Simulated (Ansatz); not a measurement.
Input and command of a plane-wave DFT calculation in Ansatz:

```yaml
crystal:
  lattice:
    - [-2.9643162537, 2.9643162537, 1.6163469653]
    - [2.9643162537, -2.9643162537, 1.6163469653]
    - [2.9643162537, 2.9643162537, -1.6163469653]
  atoms:
    - { symbol: Sn, position: [0.7360797214, 0.2360797214, 0.5] }
    - { symbol: Sn, position: [0.0139202786, 0.0139202786, 0.0] }
basis:
  ecutwfc: 420
kpoints:
  mp_grid: { grid: [22, 22, 22] }
hamiltonian:
  xc: pbe
scf:
  occupations: { method: gaussian, width: 0.15 }
output:
  forces: true
  stress: true
  eigenvalues: true
```

```bash
ansatz run input.yaml --threads 2 --pin off --max-ram 5120MiB --backend cpu --events-out ev --progress --plain --runs-dir out
```

Processor: Intel(R) Xeon(R) Platinum 8375C CPU @ 2.90GHz (Ice Lake), 2 threads, on a host shared with other jobs.

**Question.** Estimate time, memory and problem size.

**Answer.** About 37 s on 2 threads of Intel(R) Xeon(R) Platinum 8375C CPU @ 2.90GHz (Ice Lake) (shared host), peak memory 1.4 GiB. It solves 18 bands at 1530 k points (the mesh reduced by symmetry) with about 1129 plane waves, in 6 SCF iterations.
